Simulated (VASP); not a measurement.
PbO2 under changes of volume

One of the cells (14.459 Å³/atom); the others are scaled copies at fixed shape and fractional positions:

```
Pb O
1.0
     5.02804    0.00000    0.00000
     0.00000    5.02804    0.00000
     0.00000    0.00000    3.43158
Pb O
2 4
Direct
  0.50000 0.50000 0.50000
  0.00000 0.00000 0.00000
  0.69257 0.69257 0.00000
  0.80743 0.19257 0.50000
  0.19257 0.80743 0.50000
  0.30743 0.30743 0.00000
```

The cell is a database's computed one.

| Item | Value |
| --- | --- |
| Program | VASP 6.6.1 |
| Functional | PBE |
| Potentials or basis | VASP PAW PBE potentials, release 64 (Pb_d, O) |
| Cutoff | 520 eV |
| k mesh | 6 × 6 × 8 |
| Occupations | fermi-dirac, width 0.05 eV |
| Spin | no spin polarisation |

```csv
volume (Å³/atom),energy over the lowest point (meV/atom),pressure (GPa),largest force (eV/Å)
13.325,71.70,16.9,0.213
13.609,45.16,12.8,0.153
13.892,?,?,?
14.459,3.54,3.1,0.006
14.743,0.00,0.6,0.036
15.026,0.67,-1.7,0.073
```

Task: What does the run at 13.892 Å³/atom give?

Result: Energy over the lowest point 25.49 meV/atom; pressure 9.2 GPa; largest force 0.099 eV/Å.

Worked out: A Birch-Murnaghan fit of order 3 (a polynomial in V^(-2/3)) to the other rows has its minimum at 14.84 Å³/atom with B0 = V·E''(V) = 120 GPa and B' = 5.2 at fixed shape and positions, which overstates the stiffness. It gives 25.50 meV/atom at 13.892 Å³/atom, against the run's 25.49, and -dE/dV = 9.4 GPa, against 9.2.

Energies are extrapolated to zero smearing.
